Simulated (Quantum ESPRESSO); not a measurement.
## Re under changes of volume

One of the cells (14.714 Å³/atom); the others are scaled copies at fixed shape and fractional positions:

```
CELL_PARAMETERS angstrom
2.76080 0.00000 0.00000
-1.38040 2.39092 0.00000
0.00000 0.00000 4.45820
ATOMIC_POSITIONS crystal
Re 0.66667 0.33333 0.75000
Re 0.33333 0.66667 0.25000
```

- Program: Quantum ESPRESSO 7.5
- Functional: PBEsol
- Potentials or basis: PseudoDojo 0.4.1 SR PBEsol standard
- Cutoff: 980 eV
- Density cutoff: 3918 eV
- k mesh: 11 × 11 × 6
- Occupations: fermi-dirac, width 0.05 eV
- Spin: no spin polarisation

| volume (Å³/atom) | energy over the lowest point (meV/atom) | pressure (GPa) |
| --- | --- | --- |
| 13.831 | 45.64 | 22.0 |
| 14.125 | 14.34 | 12.3 |
| 14.420 | 0.00 | 3.6 |
| 14.714 | 0.88 | -4.3 |
| 15.008 | ? | ? |
| 15.303 | 42.15 | -17.6 |
| 15.597 | 79.84 | -23.2 |

**Question.** What does the run at 15.008 Å³/atom give?

**Answer.** Energy over the lowest point 15.41 meV/atom; pressure -11.3 GPa.

Worked out: A Birch-Murnaghan fit of order 3 (a polynomial in V^(-2/3)) to the other rows has its minimum at 14.55 Å³/atom with B0 = V·E''(V) = 390 GPa and B' = 4.4 at fixed shape and positions, which overstates the stiffness. It gives 15.36 meV/atom at 15.008 Å³/atom, against the run's 15.41, and -dE/dV = -11.3 GPa, against -11.3.

Energies are extrapolated to zero smearing.
